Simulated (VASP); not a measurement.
A run of VASP 6.6.1 is set up as follows.

Contents of INCAR:

```
SYSTEM = Os
ALGO = Normal
EDIFF = 1E-7
EDIFFG = -0.01
ENCUT = 600
IBRION = 2
ISIF = 4
ISMEAR = 1
LASPH = .TRUE.
LCHARG = .FALSE.
LREAL = .FALSE.
LWAVE = .FALSE.
NELM = 80
NSW = 40
PREC = Accurate
SIGMA = 0.1
```

The input KPOINTS:

```
k-points
0
G
  15 15 9
  0 0 0
```

The input POSCAR:

```
Os                                      
1.0
    2.7173798811      0.0000000000      0.0000000000
   -1.3586899406      2.3533200088     -0.0000000000
    0.0000000000     -0.0000000000      4.2948583713
  Os            
     2
Direct
     0.3333333332999970    0.6666666667000030    0.2500000000000000
     0.6666666667000030    0.3333333332999970    0.7500000000000000
```

Potentials or basis: VASP PAW LDA potentials, release 64 (Os).

The run is started by

```bash
$ cat potpaw_LDA.64/Os/POTCAR > POTCAR
$ mpirun -np 1 vasp_std > vasp.out
```

Problem. Estimate the band gap on the k mesh.

Solution. None (metal or under the smearing width).

Final structure:
```
CELL_PARAMETERS angstrom
2.71738 0.00000 0.00000
-1.35869 2.35332 0.00000
0.00000 0.00000 4.29486
ATOMIC_POSITIONS crystal
Os 0.33333 0.66667 0.25000
Os 0.66667 0.33333 0.75000
```

Caveat: the relaxation stopped at its first step, so nothing moved. Spin-orbit coupling is left out, which matters for the levels of Os.
